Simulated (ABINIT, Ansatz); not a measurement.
# NaF (Villiaumite): G0W0 with ABINIT, start to end, part 2 of 3

How does a plane-wave GW calculation on NaF (Villiaumite) run from the first input to the gap?

ABINIT 10.8.3; PBE and many-body steps on it, plane waves. Known limits of the many-body steps: not at the basis limit.

So far. Step 2 (Ground state): The gap is direct, at Γ.

The database entry behind the starting cell differs from later determinations by our own check (0.1 to 0.3 % short, probably kX units), so it need not match the best structure at ambient conditions.

### Step 3. Bands along the symmetry lines

Level of this step: DFT, PBE, plane waves, norm-conserving pseudopotentials (ABINIT).

The cheap functional maps the bands first; the places of the edges decide which points the dearer methods must see.

Contents of run.abi:

```
acell 3*1.0 Angstrom
rprim 
  0.000000000000 2.310000000000 2.310000000000
  2.310000000000 0.000000000000 2.310000000000
  2.310000000000 2.310000000000 0.000000000000
ntypat 2
znucl 11 9
natom 2
typat 1 2
xred 
  0.000000000000 0.000000000000 0.000000000000
  0.500000000000 0.500000000000 0.500000000000
pp_dirpath "pseudos"
pseudos "Na.upf, F.upf"
ecut 38
iscf -2
irdden 1
kptopt 0
nkpt 50
kpt 
  0.00000000 0.00000000 0.00000000
  0.06250000 0.00000000 0.06250000
  0.12500000 0.00000000 0.12500000
  0.18750000 0.00000000 0.18750000
  0.25000000 0.00000000 0.25000000
  0.31250000 0.00000000 0.31250000
  0.37500000 0.00000000 0.37500000
  0.43750000 0.00000000 0.43750000
  0.50000000 0.00000000 0.50000000
  0.51562500 0.03125000 0.51562500
  0.53125000 0.06250000 0.53125000
  0.54687500 0.09375000 0.54687500
  0.56250000 0.12500000 0.56250000
  0.57812500 0.15625000 0.57812500
  0.59375000 0.18750000 0.59375000
  0.60937500 0.21875000 0.60937500
  0.62500000 0.25000000 0.62500000
  0.37500000 0.37500000 0.75000000
  0.32812500 0.32812500 0.65625000
  0.28125000 0.28125000 0.56250000
  0.23437500 0.23437500 0.46875000
  0.18750000 0.18750000 0.37500000
  0.14062500 0.14062500 0.28125000
  0.09375000 0.09375000 0.18750000
  0.04687500 0.04687500 0.09375000
  0.00000000 0.00000000 0.00000000
  0.06250000 0.06250000 0.06250000
  0.12500000 0.12500000 0.12500000
  0.18750000 0.18750000 0.18750000
  0.25000000 0.25000000 0.25000000
  0.31250000 0.31250000 0.31250000
  0.37500000 0.37500000 0.37500000
  0.43750000 0.43750000 0.43750000
  0.50000000 0.50000000 0.50000000
  0.50000000 0.46875000 0.53125000
  0.50000000 0.43750000 0.56250000
  0.50000000 0.40625000 0.59375000
  0.50000000 0.37500000 0.62500000
  0.50000000 0.34375000 0.65625000
  0.50000000 0.31250000 0.68750000
  0.50000000 0.28125000 0.71875000
  0.50000000 0.25000000 0.75000000
  0.50000000 0.21875000 0.71875000
  0.50000000 0.18750000 0.68750000
  0.50000000 0.15625000 0.65625000
  0.50000000 0.12500000 0.62500000
  0.50000000 0.09375000 0.59375000
  0.50000000 0.06250000 0.56250000
  0.50000000 0.03125000 0.53125000
  0.50000000 0.00000000 0.50000000
istwfk *1
nband 15
nbdbuf 2
tolwfr 1e-08
nstep 40
prtwf 0
prtvol 0
indata_prefix "in"
outdata_prefix "out"
tmpdata_prefix "tmp"
```

Launch:

```
$ OMP_NUM_THREADS=1 mpirun -n 8 abinit run.abi > log
```

Numbers of over 12 decimals in the logs are rounded to 6 here.

The program printed:

```text
.Version 10.8.3 of ABINIT. v10.8.2 released Aug 2026.

 Symmetries : space group Fm -3 m (#225); Bravais cF (face-center cubic)
[... echo of the input left out ...]
== DATASET  1 ==================================================================
-   mpi_nproc: 8, omp_nthreads: 1 (-1 if OMP is not activated)

--- !DatasetInfo
iteration_state: {dtset: 1, }
dimensions: {natom: 2, nkpt: 50, mband: 15, nsppol: 1, nspinor: 1, nspden: 1, mpw: 1880, }
cutoff_energies: {ecut:  38.0, pawecutdg:  -1.0, }
electrons: {nelect:   1.60000000E+01, charge:   0.00000000E+00, occopt:   1.00000000E+00, tsmear:   1.00000000E-02, }

 Real(R)+Recip(G) space primitive vectors, cartesian coordinates (Bohr,Bohr^-1):
 R(1)=  0.0000000  4.3652674  4.3652674  G(1)= -0.1145405  0.1145405  0.1145405
 R(2)=  4.3652674  0.0000000  4.3652674  G(2)=  0.1145405 -0.1145405  0.1145405
 R(3)=  4.3652674  4.3652674  0.0000000  G(3)=  0.1145405  0.1145405 -0.1145405
 Unit cell volume ucvol=  1.6636522E+02 bohr^3
 Angles (23,13,12)=  6.00000000E+01  6.00000000E+01  6.00000000E+01 degrees

 getcut: wavevector=  0.0000  0.0000  0.0000  ngfft=  36  36  36
         ecut(hartree)=     38.000   => boxcut(ratio)=   2.10145

--- Pseudopotential description ------------------------------------------------
- Na Generated using ONCVPSP code by D. R. Hamann
- 11.00000   9.00000  171031                  znucl, zion, pspdat
12 -101130 1 -1 1992                          pspcod,pspxc,lmax,lloc,mmax
     nproj     2     2     0
  pspatm : epsatm=    9.36084378
         --- l  ekb(1:nproj) -->
             0    2.667291   -0.676599
             1   -6.743718   -2.407365
 pspatm: atomic psp has been read  and splines computed

- F Generated using ONCVPSP code by D. R. Hamann
-  9.00000   7.00000  171031                  znucl, zion, pspdat
12 -101130 2 -1 832                           pspcod,pspxc,lmax,lloc,mmax
     nproj     2     2     1
  pspatm : epsatm=    4.87625608
         --- l  ekb(1:nproj) -->
             0    6.519403    1.070094
[...]
2   -2.441503
 pspatm: atomic psp has been read  and splines computed

--------------------------------------------------------------------------------

================================================================================
 prteigrs : about to open file out_EIG
 Non-SCF case, kpt    1 (  0.00000  0.00000  0.00000), residuals and eigenvalues=
  3.60E-09  2.52E-09  7.97E-09  3.08E-09  8.09E-09  6.43E-09  1.36E-09  9.53E-10
  1.24E-09  9.78E-09  8.94E-09  8.26E-10  3.23E-09  4.49E-08  7.70E-08
 -1.7783E+00 -7.5120E-01 -7.4502E-01 -7.4502E-01 -7.4502E-01 -4.8861E-02
 -4.8861E-02 -4.8861E-02  1.8595E-01  6.5511E-01  6.5511E-01  6.5511E-01
[...]
Non-SCF case, kpt    2 (  0.06250  0.00000  0.06250), residuals and eigenvalues=
  3.39E-09  8.37E-09  1.78E-09  2.56E-09  3.38E-09  1.79E-09  2.15E-09  1.07E-09
[...]
7.11E-09  9.11E-09  2.07E-09  6.00E-09  2.45E-09  4.44E-09  1.89E-09  9.20E-09
  2.82E-09  2.68E-09  2.37E-09  8.75E-09  7.65E-09  6.74E-09  8.92E-09
[...]
Non-SCF case, kpt   49 (  0.50000  0.03125  0.53125), residuals and eigenvalues=
[...]
Non-SCF case, kpt   50 (  0.50000  0.00000  0.50000), residuals and eigenvalues=
[...]
-1.7776E+00 -7.5029E-01 -7.4703E-01 -7.4703E-01 -7.4207E-01 -9.5843E-02
 -6.3793E-02 -6.3793E-02  4.3796E-01  4.4449E-01  4.5634E-01  6.8268E-01
[...]
--- !ResultsGS
iteration_state: {dtset: 1, }
comment   : Summary of ground state results
lattice_vectors:
- [  0.0000000,   4.3652674,   4.3652674, ]
- [  4.3652674,   0.0000000,   4.3652674, ]
- [  4.3652674,   4.3652674,   0.0000000, ]
lattice_lengths: [   6.17342,    6.17342,    6.17342, ]
lattice_angles: [ 60.000,  60.000,  60.000, ] # degrees, (23, 13, 12)
lattice_volume:   1.6636522E+02
convergence: {deltae:  0.000E+00, res2:  0.000E+00, residm:  9.992E-09, diffor:  0.000E+00, }
etotal    :  -7.04829795E+01
entropy   :   0.00000000E+00
fermie    :  -4.88605676E-02
cartesian_stress_tensor: null
pressure_GPa: null
xred      :
- [  0.0000E+00,   0.0000E+00,   0.0000E+00, Na]
- [  5.0000E-01,   5.0000E-01,   5.0000E-01,  F]
cartesian_forces: null
force_length_stats: {min: null, max: null, mean: null, }

 Integrated electronic density in atomic spheres:
 ------------------------------------------------
 Atom  Sphere_radius  Integrated_density
[...]
================================================================================

 ----iterations are completed or convergence reached----

 Mean square residual over all n,k,spin=   35.518E-10; max=  99.923E-10
 reduced coordinates (array xred) for    2 atoms
       0.000000000000      0.000000000000      0.000000000000
       0.500000000000      0.500000000000      0.500000000000

 cartesian coordinates (angstrom) at end:
    1      0.000000     0.000000     0.000000
    2      2.310000     2.310000     2.310000
 length scales=  1.889726125908  1.889726125908  1.889726125908 bohr
              =  1.000000000000  1.000000000000  1.000000000000 angstroms
 prteigrs : about to open file out_EIG
 Eigenvalues (hartree) for nkpt=  50  k points:
 kpt#   1, nband= 15, wtk=  1.00000, kpt=  0.0000  0.0000  0.0000 (reduced coord)
[...]
kpt#   2, nband= 15, wtk=  1.00000, kpt=  0.0625  0.0000  0.0625 (reduced coord)
[...]
kpt#   3, nband= 15, wtk=  1.00000, kpt=  0.1250  0.0000  0.1250 (reduced coord)
[...]
kpt#  49, nband= 15, wtk=  1.00000, kpt=  0.5000  0.0313  0.5313 (reduced coord)
  -1.77764   -0.75026   -0.74869   -0.74705   -0.74034   -0.09557   -0.06415   -0.06403
   0.43801    0.44440    0.45776    0.67842    0.68499    0.84340    1.01693
 kpt#  50, nband= 15, wtk=  1.00000, kpt=  0.5000  0.0000  0.5000 (reduced coord)
  -1.77764   -0.75029   -0.74703   -0.74703   -0.74207   -0.09584   -0.06379   -0.06379
   0.43796    0.44449    0.45634    0.68268    0.68268    0.83897    1.01712

== END DATASET(S) ==============================================================
================================================================================

 -outvars: echo values of variables after computation  --------
            nband          15
             nkpt          50
          spgroup         225
 [... the other variables as echoed above ...]

 Calculation completed.
```

Wall time 2.5 s (8 MPI ranks of AMD EPYC 9R45, shared host); peak memory 0.08 GiB; 18 s of CPU time.

Numbers from this step:

| Item | Value |
| --- | --- |
| gap | 6.390 eV |
| k of the valence top | 0, 0, 0 |
| k of the conduction bottom | 0, 0, 0 |
| least direct gap | 6.390 eV |

The gap is 6.390 eV, as in the run before at this level.

The electronic bands at the labelled points (eV, zero at the top of the highest filled band; v1 is the highest filled band, c1 the lowest empty one):

```
    point      v4     v3     v2     v1     c1     c2     c3     c4
        Γ  -18.94   0.00   0.00   0.00   6.39  19.16  19.16  19.16
  halfway  -18.50  -0.90  -0.21  -0.21   8.82  15.14  19.27  19.56
        X  -18.86  -1.28  -0.41  -0.41  13.25  13.42  13.75  19.91
  halfway  -18.67  -1.22  -0.54  -0.40  13.26  13.37  14.05  19.58
        U  -18.45  -1.06  -0.83  -0.37  12.94  13.33  14.85  19.55
jump to K  -18.45  -1.06  -0.83  -0.37  12.94  13.33  14.85  19.55
  halfway  -18.35  -1.01  -0.32  -0.16   9.03  14.85  18.39  21.12
        Γ  -18.94   0.00   0.00   0.00   6.39  19.16  19.16  19.16
  halfway  -18.41  -0.90  -0.13  -0.13   8.26  15.28  19.91  19.91
        L  -18.13  -1.59  -0.25  -0.25  10.88  12.57  20.25  20.25
  halfway  -18.27  -1.31  -0.58  -0.34  11.89  12.82  17.27  19.13
        W  -18.44  -0.87  -0.87  -0.57  13.32  13.32  15.34  17.03
  halfway  -18.58  -1.17  -0.55  -0.49  13.27  13.39  14.33  18.54
        X  -18.86  -1.28  -0.41  -0.41  13.25  13.42  13.75  19.91
```

The electronic bands as a text plot (rows in eV, shown from -8.0 to 12.4 only):

```
   12.0 |          ++      +                          ++
   11.1 |         +         ++                   +++++
   10.3 |       ++            ++                +
    9.4 |                       +            +++
    8.6 |     ++                            +
    7.7 |    +                   ++        +
    6.9 | +++                      +++  +++
    6.0 |+                            ++
    5.2 |
    4.3 |
    3.5 |
    2.6 |
    1.8 |
    0.9 |
    0.1 |**********        ****************************
   -0.8 |    ***** ******************      ****      ************
   -1.6 |         ******                       ********       ***
   -2.5 |
   -3.3 |
   -4.2 |
   -5.0 |
   -5.9 |
   -6.7 |
   -7.6 |
         Γ           X  U|K            Γ         L        W     X
```

### Step 4. Empty states on the mesh, 6×6×6 mesh, 151 bands

The sums over transitions need many empty states on a uniform mesh; this step solves for them.

Contents of run.abi:

```
acell 3*1.0 Angstrom
rprim 
  0.000000000000 2.310000000000 2.310000000000
  2.310000000000 0.000000000000 2.310000000000
  2.310000000000 2.310000000000 0.000000000000
ntypat 2
znucl 11 9
natom 2
typat 1 2
xred 
  0.000000000000 0.000000000000 0.000000000000
  0.500000000000 0.500000000000 0.500000000000
pp_dirpath "pseudos"
pseudos "Na.upf, F.upf"
ecut 38
ngkpt 6 6 6
nshiftk 1
shiftk 0 0 0
kptopt 1
chksymbreak 0
irdden 1
istwfk *1
nband 151
prtvol 0
optdriver 6
gwr_task "HDIAGO"
paral_kgb 0
occopt 1
indata_prefix "in"
outdata_prefix "out"
tmpdata_prefix "tmp"
```

The program printed:

```text
[banner, memory and clock lines left out]
.Version 10.8.3 of ABINIT. v10.8.2 released Aug 2026.

 Symmetries : space group Fm -3 m (#225); Bravais cF (face-center cubic)
[... echo of the input left out ...]
== DATASET  1 ==================================================================
-   mpi_nproc: 8, omp_nthreads: 1 (-1 if OMP is not activated)

--- !DatasetInfo
iteration_state: {dtset: 1, }
dimensions: {natom: 2, nkpt: 16, mband: 151, nsppol: 1, nspinor: 1, nspden: 1, mpw: 1874, }
cutoff_energies: {ecut:  38.0, pawecutdg:  -1.0, }
electrons: {nelect:   1.60000000E+01, charge:   0.00000000E+00, occopt:   1.00000000E+00, tsmear:   1.00000000E-02, }

.Using double precision arithmetic; gwpc =  8

- Reading GS density from: in_DEN

--- Pseudopotential description ------------------------------------------------
- Na Generated using ONCVPSP code by D. R. Hamann
- 11.00000   9.00000  171031                  znucl, zion, pspdat
12 -101130 1 -1 1992                          pspcod,pspxc,lmax,lloc,mmax
     nproj     2     2     0
  pspatm : epsatm=    9.36084378
         --- l  ekb(1:nproj) -->
             0    2.667291   -0.676599
             1   -6.743718   -2.407365
 pspatm: atomic psp has been read  and splines computed

- F Generated using ONCVPSP code by D. R. Hamann
-  9.00000   7.00000  171031                  znucl, zion, pspdat
12 -101130 2 -1 832                           pspcod,pspxc,lmax,lloc,mmax
     nproj     2     2     1
  pspatm : epsatm=    4.87625608
         --- l  ekb(1:nproj) -->
             0    6.519403    1.070094
             1   -3.955629   -1.291931
             2   -2.441503
 pspatm: atomic psp has been read  and splines computed

   2.27793598E+02                                ecore*ucvol(ha*bohr**3)

 Total charge density [el/Bohr^3]
)     Maximum=    2.7052E+00  at reduced coord.    0.9722    0.9722    0.9722
)     Minimum=    2.4600E-03  at reduced coord.    0.2500    0.2500    0.2500
   Integrated=    1.6000E+01

 === KS gaps after direct diagonalization ===
 Direct band gap semiconductor
 Fundamental gap:     6.390 (eV)
   VBM:    -1.330 (eV) at k: [ 0.0000E+00,  0.0000E+00,  0.0000E+00]
   CBM:     5.060 (eV) at k: [ 0.0000E+00,  0.0000E+00,  0.0000E+00]
 Direct gap:         6.390 (eV) at k: [ 0.0000E+00,  0.0000E+00,  0.0000E+00]

== END DATASET(S) ==============================================================

 -outvars: echo values of variables after computation  --------
           etotal      0.0000000000E+00
            nband         151
             nkpt          16
          spgroup         225
 [... the other variables as echoed above ...]

 Calculation completed.
```

Run time: 5.2 s. Hardware: 8 MPI ranks; peak memory 2 GiB; 40 s of CPU time.

This step gave:

| Quantity | Value |
| --- | --- |
| gap | 6.390 eV |
| k of the valence top | 0, 0, 0 |
| k of the conduction bottom | 0, 0, 0 |
| least direct gap | 6.390 eV |
| k points computed | 16 |
| lowest point of the top converged band, above the valence top | 173.2584 eV |

On this mesh the gap is 6.390 eV.

### Step 5. Screening, 6×6×6 mesh, 143 bands, screening to 239.5 eV

The RPA dielectric matrix is built and inverted for each q.

This step: RPA screening on PBE, plane waves, norm-conserving pseudopotentials.

Edit run.abi of step 4 so:

```diff
@@ -20,10 +20,11 @@
 chksymbreak 0
-irdden 1
 istwfk *1
-nband 151
-prtvol 0
-optdriver 6
-gwr_task "HDIAGO"
-paral_kgb 0
 occopt 1
+irdwfk 1
+optdriver 3
+nband 143
+ecuteps 8.8
+inclvkb 2
+awtr 1
+symchi 1
 indata_prefix "in"
```

The program printed:

```text
.Version 10.8.3 of ABINIT. v10.8.2 released Aug 2026.

 Symmetries : space group Fm -3 m (#225); Bravais cF (face-center cubic)
[... echo of the input left out ...]
== DATASET  1 ==================================================================
-   mpi_nproc: 8, omp_nthreads: 1 (-1 if OMP is not activated)

--- !DatasetInfo
iteration_state: {dtset: 1, }
dimensions: {natom: 2, nkpt: 16, mband: 143, nsppol: 1, nspinor: 1, nspden: 1, mpw: 1874, }
cutoff_energies: {ecut:  38.0, pawecutdg:  -1.0, }
electrons: {nelect:   1.60000000E+01, charge:   0.00000000E+00, occopt:   1.00000000E+00, tsmear:   1.00000000E-02, }

 SCREENING: Calculation of the susceptibility and dielectric matrices

 Based on a program developped by R.W. Godby, V. Olevano, G. Onida, and L. Reining.
 Incorporated in ABINIT by V. Olevano, G.-M. Rignanese, and M. Torrent.
.Using double precision arithmetic ; gwpc =  8

[... cell and pseudopotentials left out ...]
--------------------------------------------------------------------------------

 ==== K-mesh for the wavefunctions ====
 Number of points in the irreducible wedge :    16
[... list of points left out ...]
 Together with 48 symmetry operations and time-reversal symmetry
 yields   216 points in the full Brillouin Zone.

 ==== Q-mesh for the screening function ====
 Number of points in the irreducible wedge :    16
[... list of points left out ...]
 Together with 48 symmetry operations and time-reversal symmetry
 yields   216 points in the full Brillouin Zone.

 setmesh: FFT mesh size selected  =    25x   25x   25
          total number of points  =        15625

 vcoul_init : cutoff-mode = AUXILIARY_FUNCTION
 q-points for optical limit:   1
     1)      0.000010    0.000020    0.000030

- screening: taking advantage of time-reversal symmetry
- Maximum band index for partially occupied states nbvw = 8
- Remaining bands to be divided among processors   nbcw = 135
- Number of bands treated by each node ~16

 Number of electrons calculated from density =   16.0000; Expected =   16.0000
 average of density, n =  0.096174
 r_s =    1.3540
 omega_plasma =   29.9147 [eV]

 calculating chi0 at frequencies [eV] :
  1    0.000000E+00    0.000000E+00
  2    0.000000E+00    2.991468E+01

--------------------------------------------------------------------------------
  q-point number  1        q = ( 0.000000, 0.000000, 0.000000) [r.l.u.]
--------------------------------------------------------------------------------
[... chi0 elements left out ...]
 For q-point:  0.000010 0.000020 0.000030
  dielectric constant =   1.8002
  dielectric constant without local fields =   1.9000

  Average fulfillment of the sum rule on Im[epsilon] for q-point    1 :     76.66  [%]
[... wings left out ...]
  q-point number  2        q = ( 0.166667, 0.000000, 0.000000) [r.l.u.]
--------------------------------------------------------------------------------
[... chi0 elements left out ...]
  Average fulfillment of the sum rule on Im[epsilon] for q-point    2 :     89.05  [%]

 [... 14 further q-points ...]
```

Elapsed: 21 s, on 8 MPI ranks; peak memory 1.7 GiB; 2.7 min of CPU time.

This step gave:

| Item | Value |
| --- | --- |
| ε∞ with local fields, on this mesh, along the program's q direction | 1.800 |
| the same without local fields | 1.9 |
| plasma frequency | 29.91 eV |
| plane waves in the screening matrix | 181 |

Local fields lower ε∞ by 5 %.

(Continued in part 3 of 3.)

[Paths, hosts, dates, memory and timing lines, banners, echoed tables and standing remarks are left out of the program output.]

[Logs are printed without paths, hosts, clocks, repeated set-up lines and the standing remarks that a program may print on its own settings, such as how far it seeks lower states.]

[Runs of the session that timed out or met a known fault of the program may be left out.]

[Hosts, paths, dates, database ids (printed as entryN), source tags and the programs' standing remarks are cut or masked in the printed files.]

[G0W0 gaps are taken among the corrected bands and points alone; a level outside them can change the order at an edge.]

[Where Ansatz stands beside ABINIT at settings called matched, ABINIT's density can come from a denser mesh and the files from another edition; pairs whose starting gaps differed by over 0.03 eV were left out, so agreement reads better than it is.]
